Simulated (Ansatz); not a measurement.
# Sb (fcc type): the cost of one run

Program: Ansatz 0.2.0. Level of theory: DFT, PBE, PAW with Ansatz's default frozen-core files, scalar-relativistic. These are calculated values, not measurements.

## Step 1: Starting point

It takes space group Fm-3m (No. 225, cubic). Conventional cell: a = 4.820 Å, b = 4.820 Å, c = 4.820 Å, α = 90.00°, β = 90.00°, γ = 90.00°. Sb (site symmetry m-3m) is surrounded by 12 Sb at 3.41 Å.

As a file:

```cif
data_structure
_symmetry_space_group_name_H-M 'P 1'
_symmetry_Int_Tables_number 1
_cell_length_a 3.4085
_cell_length_b 3.4085
_cell_length_c 3.4085
_cell_angle_alpha 60.000
_cell_angle_beta 60.000
_cell_angle_gamma 60.000
_cell_volume 28.00
loop_
_atom_site_label
_atom_site_type_symbol
_atom_site_fract_x
_atom_site_fract_y
_atom_site_fract_z
_atom_site_occupancy
Sb1 Sb 0.00000 0.00000 0.00000 1
```

## Step 2: Cell relaxed at zero pressure, PAW

input.yaml reads:

```yaml
crystal:
  lattice:
    - [0.0, 2.4101422642, 2.4101422642]
    - [2.4101422642, 0.0, 2.4101422642]
    - [2.4101422642, 2.4101422642, 0.0]
  atoms:
    - { symbol: Sb, position: [0.0, 0.0, 0.0] }
kpoints:
  mp_grid: { grid: [14, 14, 14] }
scf:
  occupations: { method: fermi_dirac, width: 0.08 }
hamiltonian:
  xc: pbe
  pseudopotentials: { kind: paw }
output:
  forces: true
  stress: true
relax:
  f_tol: 0.005
  max_steps: 40
  cell: {}
```

Started as:

```sh
> ansatz run input.yaml --threads 1 --pin off --max-ram 3584MiB --backend cpu --events-out ev --progress --plain --runs-dir out
```

What time and memory should one allow on 1 thread of Intel Xeon Platinum 8375C at 2.90GHz (Ice Lake), shared host?

About 5.7 s, with a peak of 0.36 GiB.
